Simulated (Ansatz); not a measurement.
# Ni: the cost of one run

Computed with Ansatz 0.2.0 (DFT PBE, PAW, plane waves, scalar-relativistic, unless a step's input says otherwise).

### Step 1. The starting structure

It takes space group Fm-3m (No. 225, cubic). The conventional cell has a = 3.536 Å, b = 3.536 Å, c = 3.536 Å, α = 90.00°, β = 90.00°, γ = 90.00°. Ni (site symmetry m-3m) has 12 Ni at 2.50 Å as nearest neighbours.

Structure file:

```cif
data_structure
_symmetry_space_group_name_H-M 'Fm-3m'
_symmetry_Int_Tables_number 225
_cell_length_a 3.5355
_cell_length_b 3.5355
_cell_length_c 3.5355
_cell_angle_alpha 90.000
_cell_angle_beta 90.000
_cell_angle_gamma 90.000
_cell_volume 44.19
loop_
_atom_site_label
_atom_site_type_symbol
_atom_site_symmetry_multiplicity
_atom_site_Wyckoff_symbol
_atom_site_fract_x
_atom_site_fract_y
_atom_site_fract_z
_atom_site_occupancy
Ni1 Ni 4 a 0.00000 0.00000 0.00000 1
```

In tables a label like Ni2 counts atoms in the order of input.yaml; a structure file may count by element.

Known so far: 8 plain starts ended in 3 states. The lowest came from “spin on, no moments given (the program may seed its own), plain SCF”: ferromagnetic, site moments Ni1 0.69, Ni2 0.69 μB, total 1.31 μB per cell, no gap on the k-mesh, free energy -11679.4534 eV.

Runs to come: parallel moments, default search for lower states; opposed moments +-, default search for lower states; the moments typed in its input, symmetry off, plain SCF; the moments typed in its input, standard search for lower states.

“Plain SCF” means no search for lower states. The default search runs further SCF cycles only where the state itself hints at a lower one. The standard and full searches may also try other magnetic orders and fillings, and need not reach the lowest state. With a search on, the program may also reshape the start on open shells. Ends within 0.2 meV/atom and 0.1 μB count as one state.

The total moment includes the space between the atomic spheres.

### Step 2. Parallel moments, default search for lower states

input.yaml reads:

```yaml
crystal:
  lattice:
    - [0.0, -1.76775, -1.76775]
    - [-3.5355, -1.76775, -1.76775]
    - [0.0, 1.76775, -1.76775]
  atoms:
    - { symbol: Ni, position: [0.0, 0.0, 0.0], spin: 2.0 }
    - { symbol: Ni, position: [0.0, 0.5, 0.5], spin: 2.0 }
magnetization:
  spin_polarized: true
hamiltonian:
  xc: pbe
  pseudopotentials: { kind: paw }
basis:
  ecutwfc: 420
kpoints:
  mp_grid: { grid: [15, 9, 12] }
scf:
  occupations: { method: fermi_dirac, width: 0.05 }
output:
  forces: true
  stress: true
  write_density: true
  write_potential: true
  elf: true
  volumetric_format: npy
```

The run is started by

```bash
ansatz run input.yaml --threads 2 --pin off --max-ram 5120MiB --backend cpu --events-out ev --progress --plain --runs-dir out
```

What time and memory should one allow on 2 threads of Arm Neoverse V1, shared host?

About 34 s, with a peak of 0.66 GiB.
